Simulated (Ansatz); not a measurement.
# Tc (P6_3/mmc) in Ansatz: further runs

One crystal, Tc, is run at these levels: PBEsol, PBEsol+D3(BJ), PBEsol+D3(BJ)-ATM, PBEsol+D4; tasks: relaxation of cell and atoms.

Everything below comes from runs of Ansatz 0.2.0. Logs are shortened: lines on timing, memory, paths and dates and some standing lists are left out, and cuts for length are marked.

## Step 1: Starting point

It takes space group P6_3/mmc (No. 194, hexagonal). Conventional cell: a = 2.740 Å, b = 2.740 Å, c = 4.398 Å, α = 90.00°, β = 90.00°, γ = 120.00°. Tc (site symmetry -6m2) has 12 Tc at 2.71 to 2.74 Å as nearest neighbours.

## Step 2: Relaxation of cell and atoms, PBEsol

Input file input.yaml:

```yaml
crystal:
  lattice:
    - [2.74, 0.0, 0.0]
    - [-1.37, 2.3729096064, 0.0]
    - [0.0, 0.0, 4.398]
  atoms:
    - { symbol: Tc, position: [0.6666666667, 0.3333333333, 0.75] }
    - { symbol: Tc, position: [0.3333333333, 0.6666666667, 0.25] }
hamiltonian:
  xc: pbesol
  pseudopotentials: { kind: paw }
kpoints:
  mp_grid: { grid: [11, 11, 6] }
scf:
  occupations: { method: fermi_dirac, width: 0.05 }
output:
  forces: true
  stress: true
  eigenvalues: true
relax:
  f_tol: 0.01
  max_steps: 40
  cell: { stress_tol: 0.05 }
```

Potentials or basis: Ansatz PAW earlier set.

Run with:

```sh
ansatz run input.yaml --threads 2 --pin off --max-ram 5632MiB --backend cpu --events-out ev --progress --plain --runs-dir out
```

Log:

```text
Warning: RAYON_NUM_THREADS=2 ignored (pool sized by the plan → 2); use --threads N
Engine: ansatz 0.2.0, aarch64-unknown-linux-gnu
Pseudopotentials: kind: paw
Pseudopotential: Tc, paw, valence charge 15, recommended cutoff 500 eV (normal), Tc.paw.azcp
Functional definition: PBEsol
  exchange = pbesol_x
  correlation = pbesol_c
Crystal: 2 atoms, lattice volume = 28.595 Å³
Basis set: ecut = 500 eV, 713 PW (Γ), exchange–correlation on 40×40×72 points (8 copies of the dense FFT grid, shifted against one another)
Bands: 19, of which v1, the nominal top of the filled ones, is band 15 counted from 1 (14 counted from 0)
Symmetry: 24 space group operations
Space group: P63/mmc (ITA 194), of the structure as read, at distance tolerance 3.1e-5 Å
k-points: 64 of 726
Non-local potential: Tc, projectors of the file, l = 0: 3, l = 1: 3, l = 2: 2, l = 3: 2
PAW form: soft (Blöchl's): semilocal exchange-correlation on the pseudo side does not see the compensation charge
PAW frozen core: Tc, regenerated for the run's functional, and the local potential with it (the file was generated under x = pbe(κ = 0.804, μ = 0.2195149727645171), c = pbe(β = 0.06672455060314922))
PAW one-centre angular grid: Tc, 590 points (default); XC on 64 Gauss nodes
Initial density: superposition of atomic densities (chi_scale 0.1, normalization cell)
Initial wavefunctions: pseudopotential atomic-orbital guess
Functional: x = pbesol(κ = 0.804, μ = 0.12345679012345678), c = pbesol(β = 0.046)
SCF iter   1: F=—  HF=-10675.745748 eV  |F-HF|=—  |Δ(HF+E_count)|=         —  Δρ=6.07e-2  dr2=1.03e0  ethr=3.10e-3  ⟨swp⟩=5.0  Hψ=4870  notcnv=0
preconditioner: auto → none  [metal: Δε(μ)=0.018 eV  Ē_g=5.300 eV  σ=0.050 eV  W_gap=0.09  n_scr=8 (ndim 8)  ℏωp=26.0 eV  f_vac=0.000  D(μ)=1.80/eV (n_scr^D=22)  sad-step TF]
SCF iter   2: F=—  HF=-10675.464667 eV  |F-HF|=—  |Δ(HF+E_count)|=   2.81e-1  Δρ=3.14e-2  dr2=2.70e-1  ethr=3.10e-3  ⟨swp⟩=2.2  Hψ=2011  notcnv=0  defer=1
SCF iter   3: F=—  HF=-10675.369556 eV  |F-HF|=—  |Δ(HF+E_count)|=   9.51e-2  Δρ=2.34e-3  dr2=7.14e-4  ethr=9.00e-4  ⟨swp⟩=3.0  Hψ=2422  notcnv=0  defer=1
SCF iter   4: F=—  HF=-10675.369565 eV  |F-HF|=—  |Δ(HF+E_count)|=   8.88e-6  Δρ=2.75e-4  dr2=1.85e-5  ethr=2.38e-6  ⟨swp⟩=1.8  Hψ=1669  notcnv=0  defer=1
SCF iter   5: F=—  HF=-10675.369557 eV  |F-HF|=—  |Δ(HF+E_count)|=   8.22e-6  Δρ=3.78e-5  dr2=2.13e-7  ethr=6.16e-8  ⟨swp⟩=2.2  Hψ=1848  notcnv=0  defer=1
SCF iter   6: F=-10675.369557 eV  HF=-10675.369557 eV  |F-HF|=1.16e-9  |Δ(HF+E_count)|=   4.62e-8  Δρ=7.20e-6  dr2=6.91e-9  ethr=3.33e-10  ⟨swp⟩=4.3  Hψ=4367  notcnv=0
SCF 1 converged in 6 iterations: F = -10675.369557 eV  dr2 = 6.91e-9
relax step   1: F+E_penalty+E_count = -10675.36955672 eV  Δ(F+E_penalty+E_count) = +0.000e0 eV  max|allowed force component| = 2.429e-17 eV/Å  Δτ_max = 0.0000 Å  P = -6.556 GPa  Ω = 28.595 Å³  (6 SCF iters, dr2 threshold 1.00e-7 eV, accepted)
Crystal: 2 atoms, lattice volume = 27.110 Å³
Basis set: ecut = 500 eV, 687 PW (Γ), exchange–correlation on 40×40×72 points (8 copies of the dense FFT grid, shifted against one another)
Initial density: handed on by an earlier stage of this run
Initial wavefunctions: those handed on with the density
iter 1 solved again at ethr=4.89e-6 eV; its pass at ethr=3.10e-3 eV (dr2=1.47e-3 eV) is discarded
SCF iter   1: F=—  HF=-10675.351850 eV  |F-HF|=—  |Δ(HF+E_count)|=         —  Δρ=2.56e-3  dr2=1.50e-3  ethr=4.89e-6  ⟨swp⟩=1.0  Hψ=6349  notcnv=0
preconditioner: auto → none  [metal: Δε(μ)=0.053 eV  Ē_g=5.425 eV  σ=0.050 eV  W_gap=0.25  n_scr=8 (ndim 8)  ℏωp=26.7 eV  f_vac=0.000  D(μ)=1.86/eV (n_scr^D=22)]
SCF iter   2: F=—  HF=-10675.351357 eV  |F-HF|=—  |Δ(HF+E_count)|=   4.92e-4  Δρ=8.53e-4  dr2=8.12e-5  ethr=4.89e-6  ⟨swp⟩=2.9  Hψ=2204  notcnv=0
SCF iter   3: F=—  HF=-10675.351342 eV  |F-HF|=—  |Δ(HF+E_count)|=   1.56e-5  Δρ=2.86e-4  dr2=7.79e-6  ethr=2.71e-7  ⟨swp⟩=1.0  Hψ=1216  notcnv=0
iter 4 did not close the SCF: its close was put off for the readings that it lacked (scf_convergence_deferred on its scf_iter line)
SCF iter   4: F=-10675.351341 eV  HF=-10675.351341 eV  |F-HF|=1.14e-9  |Δ(HF+E_count)|=   5.55e-7  Δρ=1.18e-5  dr2=1.18e-8  ethr=2.60e-8  ⟨swp⟩=1.0  Hψ=1217  notcnv=0
iter 5 did not close the SCF: its close was put off for the readings that it lacked (scf_convergence_deferred on its scf_iter line)
SCF iter   5: F=-10675.351341 eV  HF=-10675.351341 eV  |F-HF|=5.18e-10  |Δ(HF+E_count)|=   1.31e-8  Δρ=2.56e-6  dr2=8.94e-10  ethr=3.95e-11  ⟨swp⟩=2.2  Hψ=2171  notcnv=0
SCF iter   6: F=-10675.351341 eV  HF=-10675.351341 eV  |F-HF|=3.64e-12  |Δ(HF+E_count)|=  2.78e-10  Δρ=4.75e-7  dr2=1.80e-11  ethr=2.98e-12  ⟨swp⟩=1.0  Hψ=3355  notcnv=0
SCF 2 converged in 6 iterations: F = -10675.351341 eV  dr2 = 1.80e-11
relax step   2: F+E_penalty+E_count = -10675.35134109 eV  Δ(F+E_penalty+E_count) = +1.822e-2 eV  max|allowed force component| = 6.245e-17 eV/Å  Δτ_max = 0.0000 Å  P = +11.359 GPa  Ω = 27.110 Å³  energy of the carried Pulay correction = +1.748e-4 eV  (6 SCF iters, dr2 threshold 2.00e-7 eV, rejected (line search))
Crystal: 2 atoms, lattice volume = 28.033 Å³
Basis set: ecut = 500 eV, 699 PW (Γ), exchange–correlation on 40×40×72 points (8 copies of the dense FFT grid, shifted against one another)
iter 1 solved again at ethr=1.83e-6 eV; its pass at ethr=3.10e-3 eV (dr2=5.49e-4 eV) is discarded
[... 24 lines left out ...]
Basis set: ecut = 500 eV, 699 PW (Γ), exchange–correlation on 40×40×64 points (8 copies of the dense FFT grid, shifted against one another)
Initial wavefunctions: pseudopotential atomic-orbital guess (no wavefunctions were taken with the density)
iter 1 solved again at ethr=3.30e-9 eV; its pass at ethr=3.10e-3 eV (dr2=9.90e-7 eV) is discarded
SCF iter   1: F=—  HF=-10675.381964 eV  |F-HF|=—  |Δ(HF+E_count)|=         —  Δρ=2.48e-5  dr2=1.34e-8  ethr=3.30e-9  ⟨swp⟩=4.0  Hψ=8944  notcnv=0
SCF iter   2: F=—  HF=-10675.381964 eV  |F-HF|=—  |Δ(HF+E_count)|=   3.59e-7  Δρ=1.21e-5  dr2=2.89e-9  ethr=4.48e-11  ⟨swp⟩=2.7  Hψ=2183  notcnv=0
SCF iter   3: F=—  HF=-10675.381964 eV  |F-HF|=—  |Δ(HF+E_count)|=   3.23e-9  Δρ=1.15e-6  dr2=1.44e-10  ethr=9.64e-12  ⟨swp⟩=2.3  Hψ=1654  notcnv=0
iter 4 did not close the SCF: its close was put off for the readings that it lacked (scf_convergence_deferred on its scf_iter line)
SCF iter   4: F=-10675.381964 eV  HF=-10675.381964 eV  |F-HF|=1.82e-12  |Δ(HF+E_count)|=  1.27e-11  Δρ=2.24e-7  dr2=3.51e-12  ethr=1.00e-12  ⟨swp⟩=2.2  Hψ=1808  notcnv=0
iter 5 did not close the SCF: its close was put off for the readings that it lacked (scf_convergence_deferred on its scf_iter line)
SCF iter   5: F=-10675.381964 eV  HF=-10675.381964 eV  |F-HF|=1.82e-12  |Δ(HF+E_count)|=    0.00e0  Δρ=1.90e-8  dr2=8.10e-14  ethr=1.00e-12  ⟨swp⟩=1.0  Hψ=1216  notcnv=0
iter 6 did not close the SCF: its close was put off for the readings that it lacked (scf_convergence_deferred on its scf_iter line)
SCF iter   6: F=-10675.381964 eV  HF=-10675.381964 eV  |F-HF|=1.82e-12  |Δ(HF+E_count)|=  3.64e-12  Δρ=1.57e-9  dr2=3.93e-16  ethr=1.00e-12  ⟨swp⟩=1.0  Hψ=1216  notcnv=0
iter 7 did not close the SCF: its close was put off for the readings that it lacked (scf_convergence_deferred on its scf_iter line)
SCF iter   7: F=-10675.381964 eV  HF=-10675.381964 eV  |F-HF|=0.00e0  |Δ(HF+E_count)|=  3.64e-12  Δρ=7.17e-10  dr2=1.22e-16  ethr=1.00e-12  ⟨swp⟩=1.0  Hψ=1216  notcnv=0
SCF iter   8: F=-10675.381964 eV  HF=-10675.381964 eV  |F-HF|=5.46e-12  |Δ(HF+E_count)|=  3.64e-12  Δρ=2.32e-10  dr2=1.20e-17  ethr=1.00e-12  ⟨swp⟩=1.8  Hψ=2823  notcnv=0
SCF 5 converged in 8 iterations: F = -10675.381964 eV  dr2 = 1.20e-17
relax step   5: F+E_penalty+E_count = -10675.38196376 eV  Δ(F+E_penalty+E_count) = +4.585e-5 eV  max|allowed force component| = 1.735e-17 eV/Å  Δτ_max = 0.0000 Å  P = -0.012 GPa  Ω = 28.001 Å³  stress off target by 2.42e-2 GPa  SCF on the basis re-selected at this cell (its energy is not comparable with the rows above)  (8 SCF iters)
basis re-selected at this cell: Δ(F+E_penalty+E_count) = +4.585e-5 eV, ΔP = -0.011 GPa vs the last step (what re-selecting the basis moved, of the pressure what is left beyond the Pulay correction that the steps carried, after the strain that the cell walked since its last selection, with what the two solves' SCF thresholds leave and, on support functions, any second-order correction that the steps lacked; it is no measure of the basis error at this ecutwfc). The dense FFT grid was sized anew with the basis: this SCF ran on 20×20×32 points, the steps before it on 20×20×36, so part of this shift can come from that change (see relax.cell in the input reference). This SCF's stress stands 2.42e-2 GPa from its target on what of the cell is left free (relax.cell.stress_tol is 5.00e-2 GPa) and its largest allowed force component is 1.73e-17 eV/Å (relax.f_tol is 1.00e-2 eV/Å): within both
SCF converged after 8 iterations
Free energy (F): -10675.381964 eV
Harris-Foulkes:  -10675.381964 eV  (|F-HF|=5.46e-12)
Internal energy: -10675.365438 eV  (E = F + TS)
E sigma→0 (E₀):  -10675.373701 eV
Entropy (-TS):   -0.016526 eV (-8.263 meV/atom)
Fermi energy:    22.792815 eV
--- Per-component energies (eV) ---
  E_band       = -83.598460
  E_kinetic    = 1247.896482
  E_local      = -2330.210175  (includes V_loc(G=0)·N_el)
  E_nonlocal   = 577.331942
  E_hartree    = 627.145968
  E_xc         = -476.414659
  E_vxc        = -588.932094  (∫ρ·V_xc dr)
  E_paw        = -6439.286132  (= ΣΔE_a)
  E_vpaw       = -243.976524  (= ΣTr[D̂ρ^β])
  E_aug_tail   = -0.000026  (compensation charges beyond the density's cutoff)
  E_ewald      = -3882.282526
  E_core_change = 0.453689  (= ΣΔE_core)
  E_smearing   = -0.016526  (= −TS)
  E_closure    = -0.000000  (closes the sum)
  Σ components = -10675.381964   (vs F -10675.381964, Δ=0.00e0)
--- Forces (eV/Å), atoms counted from 1 ---
  atom   1  Tc    -0.00000000     0.00000000     0.00000000
  atom   2  Tc    -0.00000000    -0.00000000     0.00000000
  max |Σ_I F_I| component: 1.39e-17 eV/Å
--- Stress (GPa, compression-positive) ---
       -0.006450      -0.000000       0.000000
       -0.000000      -0.006450       0.000000
        0.000000       0.000000      -0.024240
  P = ⅓ Tr σ = -0.0124 GPa (-0.124 kbar)
--- Band table (eV; the first three rows and the last of 64) ---
  k-point 0: bands = ["-43.9172", "-43.6525", "-16.6085", "-15.4142", "-15.4142", "-15.2143", "-15.2143", "-15.1688", "15.3579", "17.2160", "21.1916", "21.1916", "21.2617", "21.9381", "21.9381", "22.6797", "22.6797", "24.5054", "25.4336"]
  k-point 1: bands = ["-43.8998", "-43.6706", "-16.5173", "-15.4010", "-15.4010", "-15.2712", "-15.2278", "-15.2278", "15.6676", "17.3111", "21.0564", "21.0564", "21.0997", "21.7575", "21.7575", "23.0778", "23.0778", "23.6504", "25.4467"]
  k-point 2: bands = ["-43.8521", "-43.7197", "-16.2646", "-15.5460", "-15.3647", "-15.3647", "-15.2647", "-15.2647", "16.4760", "17.4834", "20.7787", "20.9448", "20.9448", "21.3791", "21.3791", "22.0054", "23.9056", "23.9056", "25.2893"]
  k-point 63: bands = ["-43.6140", "-43.6140", "-16.3447", "-16.3447", "-15.9759", "-15.9759", "-15.4277", "-15.4277", "18.6174", "18.6174", "19.5796", "19.5796", "20.9644", "20.9644", "22.7978", "22.7978", "25.5734", "25.5734", "31.7297"]
--- Relaxed structure (4 steps of the walk, 3 accepted, 1 SCFs on fresh bases) ---
  F+E_penalty+E_count = -10675.38196376 eV   max|allowed force component| = 1.735e-17 eV/Å   (the final SCF, on the basis selected at the relaxed cell)
  cell:  # Å, volume = 28.0010 Å³
    - [2.7210935470584485, -1.7975907361789205e-36, 0.0]
    - [-1.3605467735292243, 2.3565361378265233, 0.0]
    - [0.0, 0.0, 4.366730841463683]
  atoms:
    - { symbol: Tc, position: [0.6666666666666666, 0.33333333333333326, 0.75] }
    - { symbol: Tc, position: [0.33333333333333326, 0.6666666666666665, 0.24999999999999994] }
```

Run time: 5.6 s. Hardware: 2 threads of Arm Neoverse V2, shared host; peak memory 0.32 GiB.

What came out:

| Item | Value |
| --- | --- |
| Free energy | -10675.3820 eV |
| Relaxed volume | 14.00 Å³/atom |
| Relaxed cell | a = 2.721 Å, b = 2.721 Å, c = 4.367 Å, α = 90.00°, β = 90.00°, γ = 120.00° |
| Space group after relaxing (to 0.05 Å) | P6_3/mmc (No. 194) |
| Energy gained by relaxing | 6.2 meV/atom |
| Ionic steps | 4 |
| Pressure after relaxing | 0.0 GPa |
| Band gap on the k mesh | none (metal or under the smearing width) |

The path:
```csv
step,energy change (eV),largest force (eV/Å),volume (Å³)
1,0.0000,0.0000,28.59
2,-0.0124,0.0000,28.03
3,-0.0125,0.0000,28.00
4,-0.0124,0.0000,28.00
```

Final structure:
```cif
data_structure
_symmetry_space_group_name_H-M 'P 1'
_symmetry_Int_Tables_number 1
_cell_length_a 2.7211
_cell_length_b 2.7211
_cell_length_c 4.3667
_cell_angle_alpha 90.000
_cell_angle_beta 90.000
_cell_angle_gamma 120.000
_cell_volume 28.00
loop_
_atom_site_label
_atom_site_type_symbol
_atom_site_fract_x
_atom_site_fract_y
_atom_site_fract_z
_atom_site_occupancy
Tc1 Tc 0.66667 0.33333 0.75000 1
Tc2 Tc 0.33333 0.66667 0.25000 1
```

Caveat: the plane-wave basis is chosen anew once the cell has moved, so the energies of steps on either side of that aren't comparable; the PAW data sets come from PBE, with cores solved anew for the run's functional, which leaves a small shift of forces and pressure.

## Step 3: Relaxation of cell and atoms, PBEsol+D3(BJ)

Edit input.yaml of step 2 so:

```diff
@@ -11,2 +11,3 @@
   pseudopotentials: { kind: paw }
+  dispersion: d3bj
 kpoints:
@@ -19,2 +20,6 @@
   eigenvalues: true
+  write_density: true
+  write_potential: true
+  elf: true
+  volumetric_format: npy
 relax:
```

Potentials or basis: Ansatz PAW earlier set.

Run with:

```sh
ansatz run input.yaml --threads 2 --pin off --max-ram 5632MiB --backend cpu --events-out ev --progress --plain --runs-dir out
```

It took 8.1 s on 2 threads of Arm Neoverse V2, shared host; peak memory 0.32 GiB.

The run converged. Its results:

```
Free energy                            : -10676.6576 eV
Relaxed volume                         : 13.69 Å³/atom
Relaxed cell                           : a = 2.701 Å, b = 2.701 Å, c = 4.334 Å, α = 90.00°, β = 90.00°, γ = 120.00°
Space group after relaxing (to 0.05 Å) : P6_3/mmc (No. 194)
Energy gained by relaxing              : 26.5 meV/atom
Ionic steps                            : 6
Pressure after relaxing                : 0.0 GPa
Band gap on the k mesh                 : none (metal or under the smearing width)
```

The path:
```tsv
step	energy change (eV)	largest force (eV/Å)	volume (Å³)
1	0.0000	0.0000	28.59
2	-0.0524	0.0000	27.52
3	-0.0531	0.0000	27.39
4	-0.0530	0.0000	27.39
5	-0.0530	0.0000	27.39
6	-0.0530	0.0000	27.39
```

Final structure:
```xyz
2
Lattice="2.7011 0.0000 0.0000 -1.3505 2.3392 0.0000 0.0000 0.0000 4.3345" Properties=species:S:1:pos:R:3 pbc="T T T"
Tc    1.3505    0.7797    3.2509
Tc    0.0000    1.5595    1.0836
```

Levels at points of the mesh, in eV from the Fermi level:
```tsv
k point	band 11	band 12	band 13	band 14	band 15	band 16	band 17	band 18	band 19
(0.00, 0.00, 0.00)	-1.66	-1.66	-1.59	-0.89	-0.89	-0.12	-0.12	1.78	2.72
(0.00, 0.00, -0.50)	-1.97	-1.97	-1.80	-1.80	-1.80	-1.80	2.01	2.01	2.01
```

Caveat: the plane-wave basis is chosen anew once the cell has moved, so the energies of steps on either side of that aren't comparable; pairwise dispersion overbinds metals, which lowers pressure and volume; the PAW data sets come from PBE, with cores solved anew for the run's functional, which leaves a small shift of forces and pressure.

## Step 4: Relaxation of cell and atoms, PBEsol+D3(BJ)-ATM

Edit input.yaml of step 3 so:

```diff
@@ -11,3 +11,3 @@
   pseudopotentials: { kind: paw }
-  dispersion: d3bj
+  dispersion: d3bjatm
 kpoints:
@@ -20,6 +20,2 @@
   eigenvalues: true
-  write_density: true
-  write_potential: true
-  elf: true
-  volumetric_format: npy
 relax:
```

Run with:

```sh
ansatz run input.yaml --threads 2 --pin off --max-ram 5632MiB --backend cpu --events-out ev --progress --plain --runs-dir out
```

It took 6.3 s on 2 threads of Arm Neoverse V2, shared host; peak memory 0.32 GiB.

The run converged. Its results:

* Free energy: -10676.5024 eV
* Relaxed volume: 13.76 Å³/atom
* Relaxed cell: a = 2.706 Å, b = 2.706 Å, c = 4.342 Å, α = 90.00°, β = 90.00°, γ = 120.00°
* Space group after relaxing (to 0.05 Å): P6_3/mmc (No. 194)
* Energy gained by relaxing: 20.5 meV/atom
* Ionic steps: 4
* Pressure after relaxing: 0.0 GPa
* Band gap on the k mesh: none (metal or under the smearing width)

The path:
```
step  energy change (eV)  largest force (eV/Å)  volume (Å³)
   1              0.0000                0.0000        28.59
   2             -0.0407                0.0000        27.64
   3             -0.0411                0.0000        27.53
   4             -0.0411                0.0000        27.53
```

Final structure:
```
Tc
1.0
     2.70574    0.00000    0.00000
    -1.35287    2.34324    0.00000
     0.00000    0.00000    4.34210
Tc
2
Direct
  0.66667 0.33333 0.75000
  0.33333 0.66667 0.25000
```

Levels at points of the mesh, in eV from the Fermi level:
| k point | band 11 | band 12 | band 13 | band 14 | band 15 | band 16 | band 17 | band 18 | band 19 |
| --- | --- | --- | --- | --- | --- | --- | --- | --- | --- |
| (0.00, 0.00, 0.00) | -1.65 | -1.65 | -1.57 | -0.88 | -0.88 | -0.12 | -0.12 | 1.77 | 2.70 |
| (0.00, 0.00, -0.50) | -1.96 | -1.96 | -1.78 | -1.78 | -1.78 | -1.78 | 2.00 | 2.00 | 2.00 |

Caveat: the plane-wave basis is chosen anew once the cell has moved, so the energies of steps on either side of that aren't comparable; pairwise dispersion overbinds metals, which lowers pressure and volume; the PAW data sets come from PBE, with cores solved anew for the run's functional, which leaves a small shift of forces and pressure.

## Step 5: Relaxation of cell and atoms, PBEsol+D4

Edit input.yaml of step 4 so:

```diff
@@ -11,3 +11,3 @@
   pseudopotentials: { kind: paw }
-  dispersion: d3bjatm
+  dispersion: d4
 kpoints:
```

Run with:

```sh
ansatz run input.yaml --threads 2 --pin off --max-ram 5632MiB --backend cpu --events-out ev --progress --plain --runs-dir out
```

Wall time 6.3 s (2 threads of Arm Neoverse V2, shared host); peak memory 0.32 GiB.

It converged, with:

```yaml
Free_energy: -10676.1039 eV
Relaxed_volume: 13.84 Å³/atom
Relaxed_cell: a = 2.711 Å, b = 2.711 Å, c = 4.350 Å, α = 90.00°, β = 90.00°, γ = 120.00°
Space_group_after_relaxing_to_0.05_Å: P6_3/mmc (No. 194)
Energy_gained_by_relaxing: 14.8 meV/atom
Ionic_steps: 4
Pressure_after_relaxing: 0.0 GPa
Band_gap_on_the_k_mesh: none (metal or under the smearing width)
```

Step by step:
| step | energy change (eV) | largest force (eV/Å) | volume (Å³) |
| --- | --- | --- | --- |
| 1 | 0.0000 | 0.0000 | 28.59 |
| 2 | -0.0295 | 0.0000 | 27.76 |
| 3 | -0.0297 | 0.0000 | 27.68 |
| 4 | -0.0297 | 0.0000 | 27.68 |

Final structure:
```
Tc
1.0
     2.71077    0.00000    0.00000
    -1.35538    2.34760    0.00000
     0.00000    0.00000    4.35025
Tc
2
Direct
  0.66667 0.33333 0.75000
  0.33333 0.66667 0.25000
```

Levels at points of the mesh, in eV from the Fermi level:
```csv
k point,band 13,band 14,band 15,band 16,band 17,band 18
"(0.00, 0.00, 0.00)",-1.56,-0.87,-0.87,-0.12,-0.12,1.75
"(0.00, 0.00, -0.50)",-1.77,-1.77,-1.77,-1.77,1.98,1.98
```

Caveat: the plane-wave basis is chosen anew once the cell has moved, so the energies of steps on either side of that aren't comparable; pairwise dispersion overbinds metals, which lowers pressure and volume; the PAW data sets come from PBE, with cores solved anew for the run's functional, which leaves a small shift of forces and pressure.

## Step 6: The runs side by side

```tsv
level	gap on the mesh (eV)	pressure (GPa)	relaxed volume (Å³/atom)
PBEsol	none	0.0	14.00
PBEsol+D3(BJ)	none	0.0	13.69
PBEsol+D3(BJ)-ATM	none	0.0	13.76
PBEsol+D4	none	0.0	13.84
```

Alike in all rows: task relaxation of cell and atoms; potentials or basis Ansatz PAW earlier set; no spin polarisation; cell relaxed; k mesh 11 × 11 × 6; cutoff (eV) 500; smearing fermi-dirac 0.05 eV.

Caveats: the plane-wave basis is chosen anew once the cell has moved, so the energies of steps on either side of that aren't comparable; the PAW data sets come from PBE, with cores solved anew for the run's functional, which leaves a small shift of forces and pressure; pairwise dispersion overbinds metals, which lowers pressure and volume (some runs).

Absolute energies hang on the potentials; compare differences alone.
